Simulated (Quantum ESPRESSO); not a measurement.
# HfC (Fm-3m) in Quantum ESPRESSO: notebook, part 2 of 2

Quantum ESPRESSO 7.5. Earlier steps stand in the parts before.

## Step 3: Phonon dispersion, PBEsol

pw.in reads:

```
&CONTROL
  calculation = 'scf'
  prefix = 'pwscf'
  outdir = './tmp'
  pseudo_dir = './pseudo'
  tprnfor = .true.
  tstress = .true.
  disk_io = 'low'
/
&SYSTEM
  ibrav = 0
  nat = 2
  ntyp = 2
  ecutwfc = 82
  nbnd = 14
  occupations = 'smearing'
  smearing = 'mv'
  degauss = 0.01469973
/
&ELECTRONS
  conv_thr = 4d-10
  electron_maxstep = 120
  mixing_beta = 0.5
/
ATOMIC_SPECIES
Hf   178.4900 Hf.upf
C     12.0110 C.upf
CELL_PARAMETERS angstrom
   0.0000000000    2.3250000000    2.3250000000
   2.3250000000    0.0000000000    2.3250000000
   2.3250000000    2.3250000000    0.0000000000
ATOMIC_POSITIONS crystal
Hf     0.5000000000    0.5000000000    0.5000000000
C      0.0000000000    0.0000000000    0.0000000000
K_POINTS automatic
8 8 8 0 0 0
```

relax.in reads:

```
&CONTROL
  calculation = 'vc-relax'
  prefix = 'pwscf'
  outdir = './tmp'
  pseudo_dir = './pseudo'
  tprnfor = .true.
  tstress = .true.
  disk_io = 'low'
  nstep = 40
  forc_conv_thr = 0.0001
  etot_conv_thr = 1d-06
/
&SYSTEM
  ibrav = 0
  nat = 2
  ntyp = 2
  ecutwfc = 82
  nbnd = 14
  occupations = 'smearing'
  smearing = 'mv'
  degauss = 0.01469973
/
&ELECTRONS
  conv_thr = 4d-10
  electron_maxstep = 120
  mixing_beta = 0.5
/
&IONS
  ion_dynamics = 'bfgs'
/
&CELL
  cell_dynamics = 'bfgs'
  press = 0
  press_conv_thr = 0.2
/
ATOMIC_SPECIES
Hf   178.4900 Hf.upf
C     12.0110 C.upf
CELL_PARAMETERS angstrom
   0.0000000000    2.3250000000    2.3250000000
   2.3250000000    0.0000000000    2.3250000000
   2.3250000000    2.3250000000    0.0000000000
ATOMIC_POSITIONS crystal
Hf     0.5000000000    0.5000000000    0.5000000000
C      0.0000000000    0.0000000000    0.0000000000
K_POINTS automatic
8 8 8 0 0 0
```

scf2.in reads:

```
&CONTROL
  calculation = 'scf'
  prefix = 'pwscf'
  outdir = './tmp'
  pseudo_dir = './pseudo'
  tprnfor = .true.
  tstress = .true.
  disk_io = 'low'
/
&SYSTEM
  ibrav = 0
  nat = 2
  ntyp = 2
  ecutwfc = 82
  nbnd = 14
  occupations = 'smearing'
  smearing = 'mv'
  degauss = 0.01469973
/
&ELECTRONS
  conv_thr = 1d-13
  electron_maxstep = 120
  mixing_beta = 0.5
  startingpot = 'file'
  startingwfc = 'file'
/
ATOMIC_SPECIES
Hf   178.4900 Hf.upf
C     12.0110 C.upf
CELL_PARAMETERS angstrom
   0.0000000000    2.3046495599    2.3046495599
   2.3046495599    0.0000000000    2.3046495599
   2.3046495599    2.3046495599    0.0000000000
ATOMIC_POSITIONS crystal
Hf     0.5000000000    0.5000000000    0.5000000000
C      0.0000000000    0.0000000000    0.0000000000
K_POINTS automatic
8 8 8 0 0 0
```

ph.in reads:

```
phonon_bands of HfC
&INPUTPH
  prefix = 'pwscf'
  outdir = './tmp'
  tr2_ph = 1d-18
  fildyn = 'dyn'
  niter_ph = 90
  alpha_mix(1) = 0.4
  ldisp = .true.
  nq1 = 2
  nq2 = 2
  nq3 = 2
/
```

q2r.in reads:

```
&INPUT
  fildyn = 'dyn'
  zasr = 'crystal'
  flfrc = 'fc'
/
```

matdyn.in reads:

```
&INPUT
  asr = 'crystal'
  flfrc = 'fc'
  flfrq = 'freq'
  q_in_cryst_coord = .true.
  flvec = ' '
/
80
 0.0000000000  0.0000000000  0.0000000000
 0.0454545455  0.0000000000  0.0454545455
 0.0909090909  0.0000000000  0.0909090909
 0.1363636364  0.0000000000  0.1363636364
 0.1818181818  0.0000000000  0.1818181818
 0.2272727273  0.0000000000  0.2272727273
 0.2727272727  0.0000000000  0.2727272727
 0.3181818182  0.0000000000  0.3181818182
 0.3636363636  0.0000000000  0.3636363636
 0.4090909091  0.0000000000  0.4090909091
 0.4545454545  0.0000000000  0.4545454545
 0.5000000000  0.0000000000  0.5000000000
 0.5000000000  0.0500000000  0.5500000000
 0.5000000000  0.1000000000  0.6000000000
 0.5000000000  0.1500000000  0.6500000000
 0.5000000000  0.2000000000  0.7000000000
 0.5000000000  0.2500000000  0.7500000000
 0.4687500000  0.2812500000  0.7500000000
 0.4375000000  0.3125000000  0.7500000000
 0.4062500000  0.3437500000  0.7500000000
 0.3750000000  0.3750000000  0.7500000000
 0.3461538462  0.3461538462  0.6923076923
 0.3173076923  0.3173076923  0.6346153846
 0.2884615385  0.2884615385  0.5769230769
 0.2596153846  0.2596153846  0.5192307692
 0.2307692308  0.2307692308  0.4615384615
 0.2019230769  0.2019230769  0.4038461538
 0.1730769231  0.1730769231  0.3461538462
 0.1442307692  0.1442307692  0.2884615385
 0.1153846154  0.1153846154  0.2307692308
 0.0865384615  0.0865384615  0.1730769231
 0.0576923077  0.0576923077  0.1153846154
 0.0288461538  0.0288461538  0.0576923077
 0.0000000000  0.0000000000  0.0000000000
 0.0454545455  0.0454545455  0.0454545455
 0.0909090909  0.0909090909  0.0909090909
 0.1363636364  0.1363636364  0.1363636364
 0.1818181818  0.1818181818  0.1818181818
 0.2272727273  0.2272727273  0.2272727273
 0.2727272727  0.2727272727  0.2727272727
 0.3181818182  0.3181818182  0.3181818182
 0.3636363636  0.3636363636  0.3636363636
 0.4090909091  0.4090909091  0.4090909091
 0.4545454545  0.4545454545  0.4545454545
 0.5000000000  0.5000000000  0.5000000000
 0.5178571429  0.4642857143  0.5178571429
 0.5357142857  0.4285714286  0.5357142857
 0.5535714286  0.3928571429  0.5535714286
 0.5714285714  0.3571428571  0.5714285714
 0.5892857143  0.3214285714  0.5892857143
 0.6071428571  0.2857142857  0.6071428571
 0.6250000000  0.2500000000  0.6250000000
 0.5937500000  0.2500000000  0.6562500000
 0.5625000000  0.2500000000  0.6875000000
 0.5312500000  0.2500000000  0.7187500000
 0.5000000000  0.2500000000  0.7500000000
 0.5000000000  0.2750000000  0.7250000000
 0.5000000000  0.3000000000  0.7000000000
 0.5000000000  0.3250000000  0.6750000000
 0.5000000000  0.3500000000  0.6500000000
 0.5000000000  0.3750000000  0.6250000000
 0.5000000000  0.4000000000  0.6000000000
 0.5000000000  0.4250000000  0.5750000000
 0.5000000000  0.4500000000  0.5500000000
 0.5000000000  0.4750000000  0.5250000000
 0.5000000000  0.5000000000  0.5000000000
 0.4861111111  0.4861111111  0.5277777778
 0.4722222222  0.4722222222  0.5555555556
 0.4583333333  0.4583333333  0.5833333333
 0.4444444444  0.4444444444  0.6111111111
 0.4305555556  0.4305555556  0.6388888889
 0.4166666667  0.4166666667  0.6666666667
 0.4027777778  0.4027777778  0.6944444444
 0.3888888889  0.3888888889  0.7222222222
 0.3750000000  0.3750000000  0.7500000000
 0.6250000000  0.2500000000  0.6250000000
 0.5937500000  0.1875000000  0.5937500000
 0.5625000000  0.1250000000  0.5625000000
 0.5312500000  0.0625000000  0.5312500000
 0.5000000000  0.0000000000  0.5000000000
```

matdyn_dos.in reads:

```
&INPUT
  asr = 'crystal'
  flfrc = 'fc'
  dos = .true.
  fldos = 'phdos'
  nk1 = 12
  nk2 = 12
  nk3 = 12
  deltaE = 2
  flvec = ' '
  flfrq = ' '
/
```

matdyn_mesh.in reads:

```
&INPUT
  asr = 'crystal'
  flfrc = 'fc'
  flfrq = 'mesh'
  q_in_cryst_coord = .true.
  flvec = ' '
/
1000
 0.05000000  0.05000000  0.05000000
 0.05000000  0.05000000  0.15000000
 0.05000000  0.05000000  0.25000000
[... 997 further points of the even 10 x 10 x 10 mesh, shifted by half a step ...]
```

Potentials or basis: PseudoDojo 0.4.1 SR PBEsol standard.

Launch:

```console
OMP_NUM_THREADS=1 pw.x -in pw.in > pw.out
OMP_NUM_THREADS=1 pw.x -in relax.in > relax.out
OMP_NUM_THREADS=1 pw.x -in scf2.in > scf2.out
OMP_NUM_THREADS=1 ph.x -in ph.in > ph.out
OMP_NUM_THREADS=1 q2r.x -in q2r.in > q2r.out
OMP_NUM_THREADS=1 matdyn.x -in matdyn.in > matdyn.out
OMP_NUM_THREADS=1 matdyn.x -in matdyn_dos.in > matdyn_dos.out
OMP_NUM_THREADS=1 matdyn.x -in matdyn_mesh.in > matdyn_mesh.out
```

pw.out:

```text
This program is part of the open-source Quantum ESPRESSO suite
     for quantum simulation of materials; please cite
[... 9 lines left out ...]
     --------------------
     sticks:   dense  smooth     PW     G-vecs:    dense   smooth      PW
     Sum         859     859    253                16889    16889    2741

     Using Slab Decomposition

     bravais-lattice index     =            0
     lattice parameter (alat)  =       6.2135  a.u.
     unit-cell volume          =     169.6272 (a.u.)^3
     number of atoms/cell      =            2
     number of atomic types    =            2
     number of electrons       =        16.00
     number of Kohn-Sham states=           14
     kinetic-energy cutoff     =      82.0000  Ry
     charge density cutoff     =     328.0000  Ry
     scf convergence threshold =      4.0E-10
     mixing beta               =       0.5000
     number of iterations used =            8  plain     mixing
     Exchange-correlation= PBESOL
                           (   1   4  10   8   0   0   0)

     celldm(1)=   6.213507  celldm(2)=   0.000000  celldm(3)=   0.000000
     celldm(4)=   0.000000  celldm(5)=   0.000000  celldm(6)=   0.000000

     crystal axes: (cart. coord. in units of alat)
               a(1) = (   0.000000   0.707107   0.707107 )
               a(2) = (   0.707107   0.000000   0.707107 )
               a(3) = (   0.707107   0.707107   0.000000 )

[... 83 lines left out ...]
     Davidson diagonalization with overlap
     ethr =  1.00E-02,  avg # of iterations =  2.9

     total energy              =    -124.70571913 Ry
     estimated scf accuracy    <       0.56055274 Ry
[... 64 lines left out ...]
     iteration # 11     ecut=    82.00 Ry     beta= 0.50
     Davidson diagonalization with overlap
     ethr =  3.77E-11,  avg # of iterations =  2.0

     End of self-consistent calculation

          k = 0.0000 0.0000 0.0000 (  2109 PWs)   bands (ev):

   -45.7631 -14.2081 -14.2081 -14.2081   2.9764  16.3139  16.3139  16.3139
    16.6232  16.6232  16.6232  18.6383  18.6383  22.0643
[... 93 lines left out ...]
   -45.7099 -14.7080 -14.5955 -14.3859   5.5625  11.7387  12.5341  13.6297
    16.8267  21.0416  21.4388  23.4804  23.5962  26.3737

          k =-0.7071 0.0000 0.0000 (  2100 PWs)   bands (ev):

   -45.7088 -14.8104 -14.4434 -14.4434   4.8935  12.6708  13.4498  15.1956
    15.1956  20.5726  22.0050  22.0050  23.6134  24.6064

          k = 0.3536 0.1768 0.0000 (  2127 PWs)   bands (ev):
[... 26 lines left out ...]
   -45.7127 -14.6872 -14.5858 -14.3675   5.8870  10.9934  12.5694  12.9084
    19.0020  19.1809  21.5136  22.5792  24.8954  27.7722

          k =-0.7071 0.1768-0.0000 (  2142 PWs)   bands (ev):

   -45.7088 -14.7579 -14.4984 -14.4499   5.2377  12.5874  12.9057  13.5503
    16.5244  21.1620  21.6863  22.0121  23.9006  25.6723

          k =-0.7071 0.3536 0.0000 (  2148 PWs)   bands (ev):

   -45.7088 -14.6294 -14.6294 -14.4564   5.6525  12.2653  12.5491  12.5491
    18.9353  18.9353  22.0191  22.3018  23.5511  28.4367

     the Fermi energy is    15.1867 ev

!    total energy              =    -124.92093223 Ry
     estimated scf accuracy    <          2.6E-12 Ry
     smearing contrib. (-TS)   =       0.00013427 Ry
     internal energy E=F+TS    =    -124.92106650 Ry

     The total energy is F=E-TS. E is the sum of the following terms:
     one-electron contribution =     -10.05134372 Ry
     hartree contribution      =      13.12791820 Ry
     xc contribution           =     -32.61005870 Ry
     ewald contribution        =     -95.38758228 Ry

     convergence has been achieved in  11 iterations

     Forces acting on atoms (cartesian axes, Ry/au):

     atom    1 type  1   force =     0.00000000   -0.00000000   -0.00000000
     atom    2 type  2   force =    -0.00000000    0.00000000    0.00000000

     Total force =     0.000000     Total SCF correction =     0.000000

     Computing stress (Cartesian axis) and pressure

          total   stress  (Ry/bohr**3)                   (kbar)     P=      -63.07
  -0.00042876   0.00000000  -0.00000000          -63.07        0.00       -0.00
   0.00000000  -0.00042876   0.00000000            0.00      -63.07        0.00
  -0.00000000   0.00000000  -0.00042876           -0.00        0.00      -63.07

=------------------------------------------------------------------------------=
   JOB DONE.
=------------------------------------------------------------------------------=
```

Run time: 18 min. Hardware: 1 thread of Arm Neoverse V1, shared host; peak memory 0.08 GiB.

What came out:

```yaml
Free_energy: -1699.6488 eV
Relaxed_volume: 12.24 Å³/atom
Relaxed_cell: a = 3.259 Å, b = 3.259 Å, c = 3.259 Å, α = 60.00°, β = 60.00°, γ = 60.00°
Space_group_after_relaxing_to_0.05_Å: Fm-3m (No. 225)
Pressure_after_relaxing: 0.0 GPa
Band_gap_on_the_k_mesh: none (metal or under the smearing width)
Highest_phonon_frequency: 701 cm⁻¹
Zero-point_energy: 0.068 eV/atom
```

Step by step:
| step | energy change (eV) | largest force (eV/Å) | pressure (GPa) | volume (Å³) |
| --- | --- | --- | --- | --- |
| 1 | 0.0000 | 0.0000 | -6.31 | 25.14 |
| 2 | -0.0125 | 0.0000 | 1.52 | 24.34 |
| 3 | -0.0132 | 0.0000 | -0.06 | 24.49 |
| 4 | -0.0132 | 0.0000 | 0.00 | 24.48 |

Final structure:
```cif
data_structure
_symmetry_space_group_name_H-M 'P 1'
_symmetry_Int_Tables_number 1
_cell_length_a 3.2593
_cell_length_b 3.2593
_cell_length_c 3.2593
_cell_angle_alpha 60.000
_cell_angle_beta 60.000
_cell_angle_gamma 60.000
_cell_volume 24.48
loop_
_atom_site_label
_atom_site_type_symbol
_atom_site_fract_x
_atom_site_fract_y
_atom_site_fract_z
_atom_site_occupancy
Hf1 Hf 0.50000 0.50000 0.50000 1
C1 C 0.00000 0.00000 0.00000 1
```

Levels at points of the mesh, in eV from the Fermi level:
```csv
k point,band 4,band 5,band 6,band 7,band 8,band 9,band 10,band 11,band 12,band 13
"(0.00, 0.00, 0.00)",-29.28,-12.35,1.14,1.14,1.14,1.43,1.43,1.43,3.53,3.53
"(0.00, 0.00, -0.50)",-29.35,-8.39,-6.23,-3.02,-3.02,5.53,5.53,6.00,6.74,11.83
"(0.00, -0.50, -0.50)",-29.54,-10.42,-2.49,-1.84,0.03,0.03,5.53,7.02,7.02,8.76
```

Phonon frequencies in cm⁻¹ (negative: imaginary):
| q point | frequencies |
| --- | --- |
| (0.000, 0.000, 0.000) | 0 0 0 480 480 480 |
| (0.318, 0.000, 0.318) | 148 148 181 527 527 570 |
| (0.500, 0.150, 0.650) | 165 173 194 531 544 581 |
| (0.346, 0.346, 0.692) | 146 190 199 525 589 597 |
| (0.144, 0.144, 0.288) | 92 123 163 504 532 572 |
| (0.091, 0.091, 0.091) | 46 46 77 486 486 500 |
| (0.409, 0.409, 0.409) | 133 133 235 551 551 685 |
| (0.589, 0.321, 0.589) | 145 175 213 531 572 626 |
| (0.500, 0.275, 0.725) | 165 185 189 540 573 579 |
| (0.500, 0.450, 0.550) | 137 142 240 554 559 691 |
| (0.431, 0.431, 0.639) | 142 163 224 539 567 652 |
| (0.562, 0.125, 0.562) | 158 170 197 513 530 577 |

Phonon frequencies at the corners of the path (cm⁻¹, interpolated; i marks imaginary ones):
```
point              frequencies
    Γ        0 0 0 480 480 480
    X  160 160 198 509 509 573
    W  168 186 186 542 573 573
    K  150 190 193 521 576 586
    L  136 136 244 557 557 701
    U  150 190 193 521 576 586
```

Phonon states per cell in windows of 50 cm⁻¹ (negative: imaginary):
```tsv
from (cm⁻¹)	total	Hf	C
0	0.01	0.00	0.00
50	0.10	0.10	0.00
100	1.02	1.01	0.01
150	1.26	1.26	0.00
200	0.60	0.60	0.00
250	0.00	0.00	0.00
300	0.00	0.00	0.00
350	0.00	0.00	0.00
400	0.00	0.00	0.00
450	0.04	0.00	0.04
500	1.37	0.01	1.36
550	0.96	0.00	0.95
600	0.49	0.00	0.49
650	0.15	0.00	0.14
```

Harmonic thermodynamics per atom at this volume (zero-point energy 67.6 meV, Debye temperature from the second moment 774 K):
```
 T (K)  free energy (meV)  entropy (k_B)  heat capacity Cv (k_B)
    50               67.5           0.12                    0.35
   100               66.0           0.58                    1.00
   200               56.8           1.53                    1.78
298.15               40.4           2.34                    2.26
   500              -12.1           3.63                    2.68
   800             -124.0           4.94                    2.87
```

Caveat: the mesh is thin for the phonons of a metal; the q mesh is small, so phonon branches between its points and thermal values are rough. Spin-orbit coupling is left out, which matters for the levels of Hf.
